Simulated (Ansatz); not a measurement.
**GdN in the NiAs-type structure: what the numbers say**

Level of theory: DFT, PBE, scalar-relativistic, collinear spin; plane waves to 420 eV with PAW datasets (Ansatz 0.2.0), 10×10×8 k-mesh, Gaussian smearing of 0.05 eV; PAW files: Ansatz's generated set soft_2.

The start was a prototype's sites filled with these elements. The Crystallography Open Database lists the compound in space group Fm-3m (rock salt), so this is a trial structure.

The relaxed structure (symmetry read at 0.01 Å). Symmetry: P6_3/mmc, No. 194, hexagonal system. The conventional cell has a = 3.463 Å, b = 3.463 Å, c = 6.078 Å, α = 90.00°, β = 90.00°, γ = 120.00°. Around Gd (site symmetry -3m) lie 6 N at 2.51 Å. N (site symmetry -6m2) has 6 Gd at 2.51 Å as nearest neighbours. (Shells end 15 % past the nearest neighbour.)

Results at this level of theory:

```
Volume                                                : 15.78 Å³/atom
Band gap                                              : zero (metallic)
Density of states at the Fermi level                  : 0.02 states/(eV·atom) (so small a value isn't resolved on this mesh)
Magnetic state                                        : ferromagnetic
Site spin moments                                     : Gd 6.85; N -0.05 μB
Spin moment of the cell                               : 14.00 μB
Bader charges                                         : Gd 1.74; N -1.74 e
f electrons (orthogonalised atomic orbitals)          : Gd 7.14
Formation energy from the elements (0 K, uncorrected) : -1.23 eV/atom
Bulk modulus (Birch–Murnaghan)                        : 135 GPa
Pressure derivative B0′                               : 4.1
```

Question: Should it be a metal or an insulator?

Answer: Formal charges Gd³⁺, N³⁻ leave Gd³⁺ with an open 4f⁷ shell. Exchange should fill one spin channel of a half-filled shell and leave an insulator, so a metal points to the functional or the structure. The run still finds no gap: within 0.1 eV of the Fermi level the projected states are 56 % N 2p, 38 % Gd 5d.

Question: What moment should the f shell carry?

Answer: Hund's first rule gives Gd³⁺ with 7 f electrons 7 unpaired spins, a spin moment of 7 μB; the run has 6.85 μB on Gd (atomic spheres) and 7.14 f electrons on orthogonalised orbitals. The moment is close to the ion's, so in this run the shell is localised and nearly fully polarised.

Bader charges against formal ones: Gd +1.74 (+3), N −1.74 (−3). The cations give up 58 % of the formal charge; Bader charges stay under formal ones because the anions' density reaches into the cations' basins, the more so the higher the formal charge and the softer the anion.

Question: How stiff is it, in energy terms?

Answer: B0·V0 = 135.3 GPa × 15.78 Å³ = 13.33 eV/atom sets the scale: near the minimum ΔE ≈ ½ B0 V0 x², with x = V/V0 − 1, and a pressure of 1.4 GPa squeezes the volume by about 1 %. At the ends of the curve: x = −5.5 % predicts 20.2 meV/atom and the run gives 22.2; x = +10.0 % predicts 66.6 meV/atom and the run gives 56.6. Compression costs more and expansion less than the parabola says, since the crystal stiffens as it shrinks; B0′ measures that.

Exchange splits the half-filled 4f shell away from the Fermi level; the metal comes from a small overlap of other bands, which can be the functional's gap error. These numbers lack spin–orbit coupling. The run wasn't fully tested for a lower electronic state. Site moments are of spin, integrated over atomic spheres.
